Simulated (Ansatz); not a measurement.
# HfO2 (Fm-3m) in Ansatz: settings compared

Aim: see how the results for HfO2 move with the level of theory and the settings. Levels: revPBE+D3(BJ), r2SCAN+rVV10. Tasks: relaxation of cell and atoms.

All numbers are computed with Ansatz 0.2.0; they aren't measurements. Logs are shortened: lines on timing, memory, paths and dates and some standing lists are left out, and cuts for length are marked.

## 1. The structure

Symmetry: Fm-3m, No. 225, cubic system. The conventional cell has a = 5.115 Å, b = 5.115 Å, c = 5.115 Å, α = 90.00°, β = 90.00°, γ = 90.00°. Around Hf (site symmetry m-3m) lie 8 O at 2.21 Å. O (site symmetry -43m) has 4 Hf at 2.21 Å as nearest neighbours.

Measurements of this composition are mostly on another form, of space group No. 14.

## 2. Relaxation of cell and atoms, revPBE+D3(BJ)

Contents of input.yaml:

```yaml
crystal:
  lattice:
    - [0.0, 2.5575, 2.5575]
    - [2.5575, 0.0, 2.5575]
    - [2.5575, 2.5575, 0.0]
  atoms:
    - { symbol: Hf, position: [0.0, 0.0, 0.0] }
    - { symbol: O, position: [0.75, 0.75, 0.75] }
    - { symbol: O, position: [0.25, 0.25, 0.25] }
hamiltonian:
  xc: revpbe
  pseudopotentials: { kind: paw }
  dispersion: d3bj
kpoints:
  mp_grid: { grid: [9, 9, 9] }
scf:
  occupations: { method: fermi_dirac, width: 0.05 }
output:
  forces: true
  stress: true
  write_density: true
  write_potential: true
  elf: true
  volumetric_format: npy
relax:
  f_tol: 0.01
  max_steps: 40
  cell: { stress_tol: 0.05 }
```

Potentials or basis: Ansatz PAW.

Run with:

```
> ansatz run input.yaml --threads 2 --pin off --max-ram 5120MiB --backend cpu --events-out ev --progress --plain --runs-dir out
```

The program printed:

```text
Warning: RAYON_NUM_THREADS=2 ignored (pool sized by the plan → 2); use --threads N
Engine: ansatz 0.2.0, aarch64-unknown-linux-gnu
Pseudopotentials: kind: paw
Pseudopotential: Hf, paw, valence charge 26, recommended cutoff 420 eV (normal), Hf.paw.azcp
Pseudopotential: O, paw, valence charge 6, recommended cutoff 420 eV (normal), O.paw.azcp
Functional definition: revPBE
  parameter kappa = 1.245
  parameter beta = 0.06672455060314922
  exchange = pbe_x(kappa = kappa, mu = beta*pi^2/3)
  correlation = pbe_c(beta = beta)
Crystal: 3 atoms, lattice volume = 33.456 Å³
Basis set: ecut = 420 eV, 645 PW (Γ), exchange–correlation on 50×50×50 points (8 copies of the dense FFT grid, shifted against one another)
Bands: 23, of which v1, the nominal top of the filled ones, is band 19 counted from 1 (18 counted from 0)
Symmetry: 48 space group operations
Space group: Fm-3m (ITA 225), of the structure as read, at distance tolerance 3.2e-5 Å
k-points: 35 of 729
Non-local potential: Hf, projectors of the file, l = 0: 3, l = 1: 2, l = 2: 2, l = 3: 3
Non-local potential: O, projectors of the file, l = 0: 2, l = 1: 2, l = 2: 1
PAW form: soft (Blöchl's): semilocal exchange-correlation on the pseudo side does not see the compensation charge
PAW frozen core: Hf, regenerated for the run's functional, and the local potential with it (the file was generated under x = pbe(κ = 0.804, μ = 0.2195149727645171), c = pbe(β = 0.06672455060314922))
PAW frozen core: O, regenerated for the run's functional, and the local potential with it (the file was generated under x = pbe(κ = 0.804, μ = 0.2195149727645171), c = pbe(β = 0.06672455060314922))
PAW one-centre angular grid: Hf, 590 points (default); XC on 64 Gauss nodes
PAW one-centre angular grid: O, 110 points (default); XC on 64 Gauss nodes
Initial density: superposition of atomic densities (neutral atoms: chi_scale 0, normalization atom), corrected by the library's trained network
Initial wavefunctions: pseudopotential atomic-orbital guess
Functional: x = revpbe(κ = 1.245, μ = 0.2195149727645171), c = pbe(β = 0.06672455060314922)
SCF iter   1: F=—  HF=-16873.963439 eV  |F-HF|=—  |Δ(HF+E_count)|=         —  Δρ=4.06e-3  dr2=5.63e-3  ethr=1.77e-3  ⟨swp⟩=4.5  Hψ=2938  notcnv=0
preconditioner: auto → none  [insulator: Δε(μ)=3.944 eV  Ē_g=18.230 eV  σ=0.050 eV  W_gap=1.00  n_scr=14 (ndim 8)  ℏωp=38.5 eV  f_vac=0.066  D(μ)=0.00/eV (n_scr^D=0)  ε∞_Penn≈5.5]
SCF iter   2: F=—  HF=-16873.964403 eV  |F-HF|=—  |Δ(HF+E_count)|=   9.63e-4  Δρ=3.24e-3  dr2=2.17e-3  ethr=1.48e-5  ⟨swp⟩=2.0  Hψ=1738  notcnv=0
SCF iter   3: F=—  HF=-16873.964061 eV  |F-HF|=—  |Δ(HF+E_count)|=   3.42e-4  Δρ=9.71e-4  dr2=2.07e-4  ethr=5.71e-6  ⟨swp⟩=2.0  Hψ=1291  notcnv=0
SCF iter   4: F=—  HF=-16873.964358 eV  |F-HF|=—  |Δ(HF+E_count)|=   2.97e-4  Δρ=1.55e-4  dr2=5.68e-6  ethr=5.44e-7  ⟨swp⟩=2.0  Hψ=1317  notcnv=0
SCF iter   5: F=—  HF=-16873.964469 eV  |F-HF|=—  |Δ(HF+E_count)|=   1.11e-4  Δρ=7.57e-5  dr2=1.09e-6  ethr=1.50e-8  ⟨swp⟩=2.1  Hψ=1477  notcnv=0
SCF iter   6: F=—  HF=-16873.964470 eV  |F-HF|=—  |Δ(HF+E_count)|=   9.80e-7  Δρ=2.92e-5  dr2=2.93e-7  ethr=2.88e-9  ⟨swp⟩=2.0  Hψ=1463  notcnv=0
SCF iter   7: F=-16873.964470 eV  HF=-16873.964470 eV  |F-HF|=4.74e-8  |Δ(HF+E_count)|=   1.01e-7  Δρ=1.64e-5  dr2=7.75e-8  ethr=2.63e-10  ⟨swp⟩=8.0  Hψ=5283  notcnv=0
SCF 1 converged in 7 iterations: F = -16873.964470 eV  dr2 = 7.75e-8
relax step   1: F+E_penalty+E_count = -16873.96447011 eV  Δ(F+E_penalty+E_count) = +0.000e0 eV  max|allowed force component| = 3.084e-18 eV/Å  Δτ_max = 0.0000 Å  P = -5.608 GPa  Ω = 33.456 Å³  (7 SCF iters, dr2 threshold 1.00e-7 eV, accepted)
Crystal: 3 atoms, lattice volume = 32.534 Å³
Basis set: ecut = 420 eV, 609 PW (Γ), exchange–correlation on 50×50×50 points (8 copies of the dense FFT grid, shifted against one another)
Initial density: handed on by an earlier stage of this run
Initial wavefunctions: those handed on with the density
iter 1 solved again at ethr=9.14e-6 eV; its pass at ethr=3.10e-3 eV (dr2=3.47e-3 eV) is discarded
SCF iter   1: F=—  HF=-16873.982568 eV  |F-HF|=—  |Δ(HF+E_count)|=         —  Δρ=3.62e-3  dr2=3.68e-3  ethr=9.14e-6  ⟨swp⟩=1.0  Hψ=4269  notcnv=0
preconditioner: auto → none  [insulator: Δε(μ)=3.986 eV  Ē_g=18.371 eV  σ=0.050 eV  W_gap=1.00  n_scr=14 (ndim 8)  ℏωp=39.1 eV  f_vac=0.064  D(μ)=0.00/eV (n_scr^D=0)  ε∞_Penn≈5.5]
SCF iter   2: F=—  HF=-16873.981769 eV  |F-HF|=—  |Δ(HF+E_count)|=   7.99e-4  Δρ=1.31e-3  dr2=5.47e-4  ethr=9.14e-6  ⟨swp⟩=2.0  Hψ=1330  notcnv=0
SCF iter   3: F=—  HF=-16873.981737 eV  |F-HF|=—  |Δ(HF+E_count)|=   3.25e-5  Δρ=8.22e-4  dr2=1.94e-4  ethr=1.44e-6  ⟨swp⟩=2.0  Hψ=1203  notcnv=0
SCF iter   4: F=—  HF=-16873.981842 eV  |F-HF|=—  |Δ(HF+E_count)|=   1.06e-4  Δρ=2.03e-4  dr2=6.69e-6  ethr=5.10e-7  ⟨swp⟩=2.0  Hψ=1330  notcnv=0
SCF iter   5: F=—  HF=-16873.981845 eV  |F-HF|=—  |Δ(HF+E_count)|=   2.42e-6  Δρ=9.22e-5  dr2=1.53e-6  ethr=1.76e-8  ⟨swp⟩=2.1  Hψ=1375  notcnv=0
SCF iter   6: F=-16873.981847 eV  HF=-16873.981847 eV  |F-HF|=7.09e-8  |Δ(HF+E_count)|=   2.38e-6  Δρ=1.31e-5  dr2=3.11e-8  ethr=7.89e-10  ⟨swp⟩=6.4  Hψ=5730  notcnv=0
SCF 2 converged in 6 iterations: F = -16873.981847 eV  dr2 = 3.11e-8
relax step   2: F+E_penalty+E_count = -16873.98184711 eV  Δ(F+E_penalty+E_count) = -1.738e-2 eV  max|allowed force component| = 9.830e-18 eV/Å  Δτ_max = 0.0000 Å  P = +1.325 GPa  Ω = 32.534 Å³  energy of the carried Pulay correction = +4.585e-3 eV  (6 SCF iters, dr2 threshold 3.00e-7 eV, accepted)
Crystal: 3 atoms, lattice volume = 32.707 Å³
iter 1 solved again at ethr=4.71e-7 eV; its pass at ethr=3.10e-3 eV (dr2=1.79e-4 eV) is discarded
SCF iter   1: F=—  HF=-16873.981584 eV  |F-HF|=—  |Δ(HF+E_count)|=         —  Δρ=7.06e-4  dr2=1.37e-4  ethr=4.71e-7  ⟨swp⟩=2.0  Hψ=4165  notcnv=0
[... 17 lines left out ...]
SCF 4 converged in 7 iterations: F = -16873.978361 eV  dr2 = 1.10e-11
relax step   4: F+E_penalty+E_count = -16873.97836101 eV  Δ(F+E_penalty+E_count) = +3.303e-3 eV  max|allowed force component| = 7.903e-18 eV/Å  Δτ_max = 0.0000 Å  P = -0.222 GPa  Ω = 32.707 Å³  stress off target by 2.22e-1 GPa  SCF on the basis re-selected at this cell (its energy is not comparable with the rows above)  (7 SCF iters)
basis re-selected at this cell: Δ(F+E_penalty+E_count) = +3.303e-3 eV, ΔP = -0.173 GPa vs the last step (what re-selecting the basis moved, of the pressure what is left beyond the Pulay correction that the steps carried, after the strain that the cell walked since its last selection, with what the two solves' SCF thresholds leave and, on support functions, any second-order correction that the steps lacked; it is no measure of the basis error at this ecutwfc). The dense FFT grid was sized anew with the basis: this SCF ran on 24×24×24 points, the steps before it on 25×25×25, so part of this shift can come from that change (see relax.cell in the input reference). This SCF's stress stands 2.22e-1 GPa from its target on what of the cell is left free (relax.cell.stress_tol is 5.00e-2 GPa) and its largest allowed force component is 7.90e-18 eV/Å (relax.f_tol is 1.00e-2 eV/Å): not within both, so this SCF does not close the relaxation
Crystal: 3 atoms, lattice volume = 32.679 Å³
iter 1 solved again at ethr=1.30e-8 eV; its pass at ethr=3.10e-3 eV (dr2=4.95e-6 eV) is discarded
SCF iter   1: F=—  HF=-16873.978626 eV  |F-HF|=—  |Δ(HF+E_count)|=         —  Δρ=1.17e-4  dr2=3.74e-6  ethr=1.30e-8  ⟨swp⟩=2.1  Hψ=4168  notcnv=0
preconditioner: auto → none  [insulator: Δε(μ)=3.971 eV  Ē_g=18.337 eV  σ=0.050 eV  W_gap=1.00  n_scr=14 (ndim 8)  ℏωp=39.0 eV  f_vac=0.062  D(μ)=0.00/eV (n_scr^D=0)  ε∞_Penn≈5.5]
SCF iter   2: F=—  HF=-16873.978523 eV  |F-HF|=—  |Δ(HF+E_count)|=   1.03e-4  Δρ=4.69e-5  dr2=7.02e-7  ethr=9.84e-9  ⟨swp⟩=2.0  Hψ=1435  notcnv=0
SCF iter   3: F=—  HF=-16873.978523 eV  |F-HF|=—  |Δ(HF+E_count)|=   8.59e-8  Δρ=2.72e-5  dr2=2.08e-7  ethr=1.85e-9  ⟨swp⟩=2.0  Hψ=1271  notcnv=0
SCF iter   4: F=-16873.978523 eV  HF=-16873.978523 eV  |F-HF|=2.40e-10  |Δ(HF+E_count)|=   9.63e-9  Δρ=5.75e-6  dr2=5.73e-9  ethr=3.24e-10  ⟨swp⟩=8.3  Hψ=5324  notcnv=0
SCF 5 converged in 4 iterations: F = -16873.978523 eV  dr2 = 5.73e-9
relax step   5: F+E_penalty+E_count = -16873.97852262 eV  Δ(F+E_penalty+E_count) = -1.616e-4 eV  max|allowed force component| = 1.446e-17 eV/Å  Δτ_max = 0.0000 Å  P = -0.004 GPa  Ω = 32.679 Å³  energy of the carried Pulay correction = +1.419e-4 eV  (4 SCF iters, dr2 threshold 1.23e-7 eV, accepted)
iter 1 solved again at ethr=2.80e-8 eV; its pass at ethr=3.10e-3 eV (dr2=1.06e-5 eV) is discarded
SCF iter   1: F=—  HF=-16873.978378 eV  |F-HF|=—  |Δ(HF+E_count)|=         —  Δρ=1.58e-5  dr2=1.97e-8  ethr=2.80e-8  ⟨swp⟩=3.4  Hψ=5506  notcnv=0
preconditioner: auto → none  [insulator: Δε(μ)=3.971 eV  Ē_g=18.336 eV  σ=0.050 eV  W_gap=1.00  n_scr=14 (ndim 8)  ℏωp=39.0 eV  f_vac=0.062  D(μ)=0.00/eV (n_scr^D=0)  ε∞_Penn≈5.5]
SCF iter   2: F=—  HF=-16873.978276 eV  |F-HF|=—  |Δ(HF+E_count)|=   1.02e-4  Δρ=9.78e-6  dr2=7.47e-9  ethr=5.17e-11  ⟨swp⟩=3.2  Hψ=1928  notcnv=0
SCF iter   3: F=—  HF=-16873.978276 eV  |F-HF|=—  |Δ(HF+E_count)|=   4.28e-9  Δρ=4.87e-6  dr2=1.85e-9  ethr=1.97e-11  ⟨swp⟩=2.0  Hψ=1455  notcnv=0
SCF iter   4: F=—  HF=-16873.978276 eV  |F-HF|=—  |Δ(HF+E_count)|=   3.48e-9  Δρ=1.85e-6  dr2=3.67e-10  ethr=4.86e-12  ⟨swp⟩=2.0  Hψ=1315  notcnv=0
SCF iter   5: F=—  HF=-16873.978276 eV  |F-HF|=—  |Δ(HF+E_count)|=  4.26e-10  Δρ=6.66e-7  dr2=1.37e-10  ethr=1.00e-12  ⟨swp⟩=2.0  Hψ=1435  notcnv=0
SCF iter   6: F=-16873.978276 eV  HF=-16873.978276 eV  |F-HF|=7.28e-12  |Δ(HF+E_count)|=  4.00e-11  Δρ=1.73e-7  dr2=9.10e-12  ethr=1.00e-12  ⟨swp⟩=4.8  Hψ=4033  notcnv=0
SCF 6 converged in 6 iterations: F = -16873.978276 eV  dr2 = 9.10e-12
relax step   6: F+E_penalty+E_count = -16873.97827591 eV  Δ(F+E_penalty+E_count) = +2.467e-4 eV  max|allowed force component| = 1.484e-17 eV/Å  Δτ_max = 0.0000 Å  P = -0.009 GPa  Ω = 32.679 Å³  stress off target by 9.24e-3 GPa  SCF on the basis re-selected at this cell (its energy is not comparable with the rows above)  (6 SCF iters)
basis re-selected at this cell: Δ(F+E_penalty+E_count) = +2.467e-4 eV, ΔP = -0.006 GPa vs the last step (what re-selecting the basis moved, of the pressure what is left beyond the Pulay correction that the steps carried, after the strain that the cell walked since its last selection, with what the two solves' SCF thresholds leave and, on support functions, any second-order correction that the steps lacked; it is no measure of the basis error at this ecutwfc). This SCF's stress stands 9.24e-3 GPa from its target on what of the cell is left free (relax.cell.stress_tol is 5.00e-2 GPa) and its largest allowed force component is 1.48e-17 eV/Å (relax.f_tol is 1.00e-2 eV/Å): within both
SCF converged after 6 iterations
Free energy (F): -16873.978276 eV
Harris-Foulkes:  -16873.978276 eV  (|F-HF|=7.28e-12)
Internal energy: -16873.978276 eV  (E = F + TS)
E sigma→0 (E₀):  -16873.978276 eV
Fermi energy:    18.046878 eV
--- Per-component energies (eV) ---
  E_band       = 54.283592
  E_kinetic    = 772.907948
  E_local      = -5743.561138  (includes V_loc(G=0)·N_el)
  E_nonlocal   = -1149.754181
  E_hartree    = 2636.550842
  E_xc         = -448.879344
  E_vxc        = -455.406504  (∫ρ·V_xc dr)
  E_paw        = -7253.229803  (= ΣΔE_a)
  E_vpaw       = 1356.990782  (= ΣTr[D̂ρ^β])
  E_aug_tail   = 0.004980  (compensation charges beyond the density's cutoff)
  E_ewald      = -5686.510601
  E_disp       = -1.343863  (pairwise vdW)
  E_core_change = -0.163115  (= ΣΔE_core)
  E_smearing   = -0.000000  (= −TS)
  E_closure    = -0.000000  (closes the sum)
  Σ components = -16873.978276   (vs F -16873.978276, Δ=0.00e0)
--- Forces (eV/Å), atoms counted from 1 ---
  atom   1  Hf    -0.00000000    -0.00000000     0.00000000
  atom   2  O      0.00000000    -0.00000000    -0.00000000
  atom   3  O     -0.00000000     0.00000000     0.00000000
  max |Σ_I F_I| component: 7.52e-18 eV/Å
--- Stress (GPa, compression-positive) ---
       -0.009237      -0.000000      -0.000000
       -0.000000      -0.009237      -0.000000
       -0.000000       0.000000      -0.009237
  P = ⅓ Tr σ = -0.0092 GPa (-0.092 kbar)
--- Band table (eV; the first three rows and the last of 35) ---
  k-point 0: bands = ["-44.9920", "-13.5171", "-13.5171", "-13.5171", "-2.7087", "0.1055", "5.1348", "5.1348", "5.1348", "5.2007", "5.2007", "5.2007", "5.4044", "10.7376", "10.7376", "10.7376", "15.4908", "15.4908", "15.4908", "20.0385", "20.0385", "21.9805", "26.5117"]
  k-point 1: bands = ["-44.9904", "-13.5714", "-13.5230", "-13.5230", "-2.5463", "-0.0073", "5.1373", "5.1373", "5.1379", "5.1961", "5.1961", "5.2008", "5.3675", "10.8600", "10.8600", "11.0803", "15.1202", "15.2607", "15.2607", "20.2700", "20.2700", "22.4770", "25.9457"]
  k-point 2: bands = ["-44.9863", "-13.7045", "-13.5378", "-13.5378", "-2.1404", "-0.2594", "5.1430", "5.1430", "5.1477", "5.1863", "5.1863", "5.2011", "5.2956", "11.1743", "11.1743", "11.9141", "14.3300", "14.7991", "14.7991", "20.6747", "20.6747", "23.1948", "25.2840"]
  k-point 34: bands = ["-44.9739", "-13.8432", "-13.7767", "-13.6347", "-0.8256", "-0.8106", "5.1586", "5.1636", "5.1638", "5.1690", "5.1731", "5.1873", "5.1943", "10.7768", "11.2163", "13.2550", "13.6752", "14.7461", "15.7499", "20.8964", "21.3118", "23.1717", "23.3531"]
--- Relaxed structure (4 steps of the walk, 4 accepted, 2 SCFs on fresh bases) ---
  F+E_penalty+E_count = -16873.97827591 eV   max|allowed force component| = 1.484e-17 eV/Å   (the final SCF, on the basis selected at the relaxed cell)
  cell:  # Å, volume = 32.6786 Å³
    - [8.916901057567283e-35, 2.5375296153053832, 2.5375296153053832]
    - [2.5375296153053832, -6.687675793175459e-35, 2.5375296153053832]
    - [2.5375296153053832, 2.5375296153053832, -1.3056890834294948e-34]
  atoms:
    - { symbol: Hf, position: [-1.6220724045103722e-35, 2.0764896406835763e-36, 2.3678927368404985e-35] }
    - { symbol: O, position: [0.7499999999999999, 0.7499999999999999, 0.7499999999999999] }
    - { symbol: O, position: [0.24999999999999997, 0.24999999999999997, 0.24999999999999997] }
```

Wall time 5.2 s (2 threads of Arm Neoverse V1, shared host); peak memory 0.29 GiB.

Results:

| Property | Result |
| --- | --- |
| Free energy | -16873.9783 eV |
| Relaxed volume | 10.89 Å³/atom |
| Relaxed cell | a = 3.589 Å, b = 3.589 Å, c = 3.589 Å, α = 60.00°, β = 60.00°, γ = 60.00° |
| Space group after relaxing (to 0.05 Å) | Fm-3m (No. 225) |
| Energy gained by relaxing | 4.6 meV/atom |
| Ionic steps | 6 |
| Pressure after relaxing | 0.0 GPa |
| Band gap on the k mesh | 3.97 eV, indirect (least direct gap 4.08 eV) |

Step by step:
```tsv
step	energy change (eV)	largest force (eV/Å)	volume (Å³)
1	0.0000	0.0000	33.46
2	-0.0174	0.0000	32.53
3	-0.0172	0.0000	32.71
4	-0.0139	0.0000	32.71
5	-0.0141	0.0000	32.68
6	-0.0138	0.0000	32.68
```

Final structure:
```
Hf O
1.0
     0.00000    2.53753    2.53753
     2.53753    0.00000    2.53753
     2.53753    2.53753    0.00000
Hf O
1 2
Direct
  0.00000 0.00000 0.00000
  0.75000 0.75000 0.75000
  0.25000 0.25000 0.25000
```

Levels at points of the mesh, in eV from the valence-band top:
```tsv
k point	band 15	band 16	band 17	band 18	band 19	band 20	band 21	band 22	band 23
(0.00, 0.00, 0.00)	-5.31	-5.31	-0.56	-0.56	-0.56	3.99	3.99	5.93	10.46
```

Caveat: odd divisions of the mesh miss points on the zone boundary, where band edges often lie, so the gap on the mesh can be too wide; the plane-wave basis is chosen anew once the cell has moved, so the energies of steps on either side of that aren't comparable; the pressure holds a Pulay correction of +0.8 GPa for the finite cutoff; spin-orbit coupling is left out, which moves the levels of the heavy elements; the PAW data sets come from PBE, with cores solved anew for the run's functional, which leaves a small shift of forces and pressure.

## 3. Relaxation of cell and atoms, r2SCAN+rVV10

input.yaml, as its differences from that of step 2:

```diff
@@ -10,5 +10,5 @@
 hamiltonian:
-  xc: revpbe
+  xc: r2scan
   pseudopotentials: { kind: paw }
-  dispersion: d3bj
+  dispersion: rvv10
 kpoints:
```

Potentials or basis: Ansatz PAW.

Run with:

```
> ansatz run input.yaml --threads 2 --pin off --max-ram 5120MiB --backend cpu --events-out ev --progress --plain --runs-dir out
```

It took 14 s on 2 threads of Arm Neoverse V1, shared host; peak memory 0.43 GiB.

Results (log left out):

```
Free energy                            : -16872.9198 eV
Relaxed volume                         : 10.71 Å³/atom
Relaxed cell                           : a = 3.569 Å, b = 3.569 Å, c = 3.569 Å, α = 60.00°, β = 60.00°, γ = 60.00°
Space group after relaxing (to 0.05 Å) : Fm-3m (No. 225)
Energy gained by relaxing              : 14.5 meV/atom
Ionic steps                            : 5
Pressure after relaxing                : 0.0 GPa
Band gap on the k mesh                 : 4.40 eV, indirect (least direct gap 4.51 eV)
```

The path:
| step | energy change (eV) | largest force (eV/Å) | volume (Å³) |
| --- | --- | --- | --- |
| 1 | 0.0000 | 0.0000 | 33.46 |
| 2 | -0.0412 | 0.0000 | 31.79 |
| 3 | -0.0442 | 0.0000 | 32.16 |
| 4 | -0.0442 | 0.0000 | 32.14 |
| 5 | -0.0434 | 0.0000 | 32.14 |

Final structure:
```
CELL_PARAMETERS angstrom
0.00000 2.52342 2.52342
2.52342 0.00000 2.52342
2.52342 2.52342 0.00000
ATOMIC_POSITIONS crystal
Hf 0.00000 0.00000 0.00000
O 0.75000 0.75000 0.75000
O 0.25000 0.25000 0.25000
```

Levels at points of the mesh, in eV from the valence-band top:
| k point | band 17 | band 18 | band 19 | band 20 | band 21 | band 22 |
| --- | --- | --- | --- | --- | --- | --- |
| (0.00, 0.00, 0.00) | -0.60 | -0.60 | -0.60 | 4.48 | 4.48 | 6.48 |

Caveat: odd divisions of the mesh miss points on the zone boundary, where band edges often lie, so the gap on the mesh can be too wide; the plane-wave basis is chosen anew once the cell has moved, so the energies of steps on either side of that aren't comparable; spin-orbit coupling is left out, which moves the levels of the heavy elements; the PAW data sets come from PBE, with cores solved anew for the run's functional, which leaves a small shift of forces and pressure.
